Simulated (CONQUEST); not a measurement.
Crystal: BaTiO3.

```
Ba Ti O
1.0
     3.99980    0.00000    0.00000
     0.00000    3.99980    0.00000
     0.00000    0.00000    4.01800
Ba Ti O
1 1 3
Direct
  0.00000 0.00000 0.00000
  0.50000 0.50000 0.51000
  0.50000 0.00000 0.48300
  0.00000 0.50000 0.48300
  0.50000 0.50000 0.98100
```

Base run:

| Property | Result |
| --- | --- |
| Program | CONQUEST 1.3 |
| Functional | PBE |
| Potentials or basis | PseudoDojo NC PBE, SZP, grid cutoff 150 Ha |
| k mesh | 6 × 6 × 6 |
| Occupations | fermi-dirac, width 0.05 eV |
| Spin | no spin polarisation |

Its results: band gap on the k mesh 1.44 eV, indirect (least direct gap 1.77 eV); pressure 6.5 GPa; largest force 0.196 eV/Å.

**Question.** The run is repeated on the same cell with these changes: k mesh from 6 × 6 × 6 to 7 × 7 × 7. What comes out?

**Answer.** Band gap on the k mesh 1.54 eV, indirect (least direct gap 1.77 eV); pressure 6.5 GPa; largest force 0.196 eV/Å.

Caveats: the atomic basis is small; spin-orbit coupling is left out, which moves the levels of the heavy elements; the basis of atomic orbitals isn't converged, which shifts pressures, moduli and gaps; an odd mesh through Γ misses points on the zone boundary, where band edges often lie (some runs).
